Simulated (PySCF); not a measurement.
Job file and geometry (Å, from PBE0-D3(BJ)/def2-SVP) of a spin–spin coupling run on N,N-Dimethylacetamide (SMILES CC(=O)N(C)C), PySCF 2.14.0, density-fitted response routines, B3LYP/pcJ-1 indirect spin-spin coupling, non-relativistic, gas phase; density fitting, a coarse starting grid and PySCF grid level 2 are the driver's defaults:

```
$ OMP_NUM_THREADS=1 python probes_run.py task.json out

{"job": {"kind": "j", "xc": "B3LYP", "basis": "pcJ-1"}, "charge": 0, "multiplicity": 1}
C      1.986151    -0.241792     0.255317
C      0.810560     0.711882     0.196888
O      0.969782     1.906707     0.364738
N     -0.426455     0.174287    -0.053839
C     -0.700446    -1.223335    -0.246752
C     -1.569103     1.051474    -0.097552
H      1.862732    -1.002256     1.041121
H      2.874840     0.359172     0.477372
H      2.139458    -0.764177    -0.701297
H     -1.225879    -1.389442    -1.203880
H      0.221296    -1.813726    -0.265011
H     -1.345329    -1.621949     0.557892
H     -1.218814     2.078617     0.056980
H     -2.297608     0.792725     0.690931
H     -2.081179     0.981799    -1.072896
```

Task: What does the program print?

Result: 
```
coarse grid: 12072 points
cycle   1  E = -287.6295394616  dE =  6.794e-01  |g| = 9.123e-01  |ddm| = 2.952e+00
cycle   2  E = -286.9507019604  dE =  6.788e-01  |g| = 2.045e+00  |ddm| = 2.878e+00
cycle   3  E = -287.7779097340  dE = -8.272e-01  |g| = 2.421e-01  |ddm| = 2.362e+00
cycle   4  E = -287.7892516444  dE = -1.134e-02  |g| = 1.102e-01  |ddm| = 2.567e-01
cycle   5  E = -287.7916910795  dE = -2.439e-03  |g| = 3.172e-02  |ddm| = 8.152e-02
cycle   6  E = -287.7918867582  dE = -1.957e-04  |g| = 7.473e-03  |ddm| = 2.234e-02
cycle   7  E = -287.7918976673  dE = -1.091e-05  |g| = 1.315e-03  |ddm| = 5.231e-03
cycle   8  E = -287.7918979792  dE = -3.119e-07  |g| = 5.019e-04  |ddm| = 1.475e-03
final grid: 115384 points
cycle   9  E = -287.8489000945  dE = -1.268e-04  |g| = 6.518e-03  |ddm| = 2.232e-02
cycle  10  E = -287.8488882793  dE =  1.182e-05  |g| = 9.795e-03  |ddm| = 1.113e-02
cycle  11  E = -287.8489079018  dE = -1.962e-05  |g| = 2.761e-03  |ddm| = 8.292e-03
cycle  12  E = -287.8489092635  dE = -1.362e-06  |g| = 4.906e-04  |ddm| = 2.291e-03
cycle  13  E = -287.8489093082  dE = -4.474e-08  |g| = 6.986e-05  |ddm| = 2.999e-04
cycle  14  E = -287.8489093092  dE = -1.010e-09  |g| = 2.271e-05  |ddm| = 7.402e-05
cycle  15  E = -287.8489093093  dE = -1.027e-10  |g| = 7.614e-06  |ddm| = 1.787e-05
converged SCF energy = -287.8489093093

Indirect spin-spin couplings (Hz)
  i      j    bonds     total        FC       PSO       DSO        SD
  0 C    1 C    1     57.517    58.617    -1.384     0.285         -
  0 C    2 O    2     -4.033    -5.045     0.976     0.036         -
  0 C    3 N    2     -9.627    -9.845     0.201    -0.006     0.024
  0 C    4 C    3      1.014     1.066    -0.072     0.019         -
  0 C    5 C    3      0.592     0.574     0.109    -0.091         -
  0 C    6 H    1    130.814   128.888     1.224     0.701         -
  0 C    7 H    1    142.749   141.197     0.874     0.678         -
  0 C    8 H    1    130.540   128.607     1.233     0.701         -
  0 C    9 H    4     -0.295    -0.283     0.217    -0.228         -
  0 C   11 H    4     -0.337    -0.328     0.178    -0.187         -
  0 C   12 H    4     -0.331    -0.295     0.286    -0.323         -
  0 C   13 H    4     -0.198    -0.188     0.301    -0.310         -
  1 C    2 O    1     28.838    15.615    13.332    -0.109         -
  1 C    3 N    1    -15.746   -19.244     3.781    -0.151    -0.132
  1 C    4 C    2      3.265     3.497    -0.219    -0.013         -
  1 C    5 C    2      1.352     1.547    -0.185    -0.010         -
  1 C    6 H    2     -5.135    -5.170    -0.045     0.080         -
  1 C    7 H    2     -5.970    -5.669    -0.394     0.094         -
  1 C    8 H    2     -5.299    -5.345    -0.036     0.082         -
  1 C    9 H    3      3.244     3.310     0.249    -0.314         -
  1 C   10 H    3      4.314     4.540    -0.423     0.197         -
  1 C   11 H    3      1.897     1.968     0.197    -0.268         -
  1 C   12 H    3      3.772     4.255    -0.641     0.157         -
  1 C   13 H    3      2.220     2.316     0.215    -0.311         -
  1 C   14 H    3      2.608     2.703     0.235    -0.330         -
  2 O    3 N    2     -0.546     1.437    -3.047    -0.011     1.075
  2 O    4 C    3      0.733     0.545     0.121     0.067         -
  2 O    5 C    3     -2.068    -2.523     0.455    -0.000         -
  2 O    6 H    3     -1.680    -1.884    -0.049     0.253         -
  2 O    7 H    3     -1.405    -1.836     0.447    -0.016         -
  2 O    8 H    3     -1.605    -1.802    -0.051     0.248         -
  2 O    9 H    4     -0.644    -0.773    -0.093     0.222         -
  2 O   10 H    4      0.431     0.025     0.186     0.220         -
  2 O   11 H    4     -0.734    -0.858    -0.092     0.216         -
  2 O   12 H    4      0.710     0.453     0.519    -0.262         -
  2 O   13 H    4     -0.235    -0.446     0.064     0.147         -
  2 O   14 H    4     -0.252    -0.466     0.059     0.155         -
  3 N    4 C    1    -13.368   -13.014     0.336    -0.107    -0.584
  3 N    5 C    1    -13.961   -13.658     0.402    -0.107    -0.598
  3 N    6 H    3      0.337     0.277     0.057    -0.015     0.019
  3 N    7 H    3     -2.417    -2.453    -0.124     0.170    -0.010
  3 N    8 H    3      0.359     0.298     0.056    -0.012     0.017
  3 N    9 H    2      0.095     0.243    -0.167     0.021    -0.002
  3 N   10 H    2      0.648     0.808    -0.148     0.017    -0.029
  3 N   11 H    2      0.196     0.328    -0.164     0.025     0.007
  3 N   12 H    2      1.068     1.281    -0.191    -0.005    -0.016
  3 N   13 H    2      0.040     0.162    -0.148     0.023     0.002
  3 N   14 H    2     -0.161    -0.034    -0.146     0.021    -0.002
  4 C    5 C    2      2.838     3.115    -0.247    -0.030         -
  4 C    6 H    4      1.029     1.042    -0.165     0.153         -
  4 C    7 H    4      2.805     2.815     0.344    -0.353         -
  4 C    8 H    4      0.964     0.984    -0.150     0.130         -
  4 C    9 H    1    141.924   140.546     0.631     0.746         -
  4 C   10 H    1    138.469   137.103     0.577     0.789         -
  4 C   11 H    1    142.389   141.013     0.630     0.747         -
  4 C   12 H    3      9.187     9.230     0.497    -0.540         -
  4 C   13 H    3      1.360     1.387     0.021    -0.049         -
  4 C   14 H    3      1.423     1.449     0.020    -0.046         -
  5 C    6 H    4     -0.373    -0.353     0.282    -0.303         -
  5 C    7 H    4      0.827     0.870     0.325    -0.368         -
  5 C    8 H    4     -0.376    -0.354     0.284    -0.306         -
  5 C    9 H    3      1.640     1.675    -0.012    -0.023         -
  5 C   10 H    3      8.330     8.389     0.478    -0.536         -
  5 C   11 H    3      1.009     1.050     0.024    -0.065         -
  5 C   12 H    1    147.027   145.892     0.330     0.804         -
  5 C   13 H    1    140.980   139.526     0.693     0.761         -
  5 C   14 H    1    141.170   139.718     0.691     0.760         -
  6 H    7 H    2    -14.131   -14.232     2.555    -2.455         -
  6 H    8 H    2    -17.102   -17.274     2.471    -2.299         -
  6 H    9 H    5     -0.320    -0.249     1.035    -1.107         -
  6 H   10 H    5     -0.151    -0.305    -2.133     2.286         -
  6 H   11 H    5      0.389     0.430    -0.188     0.146         -
  6 H   13 H    5      0.546     0.624     0.629    -0.707         -
  6 H   14 H    5      1.068     1.153     1.210    -1.296         -
  7 H    8 H    2    -14.464   -14.566     2.549    -2.447         -
  8 H    9 H    5      0.457     0.511     0.077    -0.132         -
  8 H   10 H    5     -0.372    -0.541    -2.237     2.405         -
  8 H   11 H    5     -0.342    -0.263     0.964    -1.043         -
  8 H   13 H    5      1.097     1.184     1.219    -1.306         -
  8 H   14 H    5      0.499     0.577     0.661    -0.739         -
  9 H   10 H    2    -14.951   -14.986     2.242    -2.207         -
  9 H   11 H    2    -12.410   -12.473     2.326    -2.264         -
  9 H   12 H    4      0.201     0.306     1.573    -1.678         -
  9 H   13 H    4      0.336     0.455     0.521    -0.640         -
  9 H   14 H    4     -0.475    -0.487    -1.253     1.264         -
 10 H   11 H    2    -14.283   -14.325     2.263    -2.221         -
 10 H   12 H    4      3.497     3.591     1.888    -1.982         -
 10 H   13 H    4     -0.201    -0.091     1.601    -1.711         -
 11 H   13 H    4     -0.532    -0.523    -1.094     1.085         -
 11 H   14 H    4      0.228     0.351     0.678    -0.801         -
 12 H   13 H    2    -14.312   -14.352     2.305    -2.265         -
 12 H   14 H    2    -14.239   -14.276     2.319    -2.281         -
 13 H   14 H    2    -11.649   -11.732     2.391    -2.308         -
```

Size and cost of the density-fitted run: 252 basis functions, of the order of 28 core-seconds.
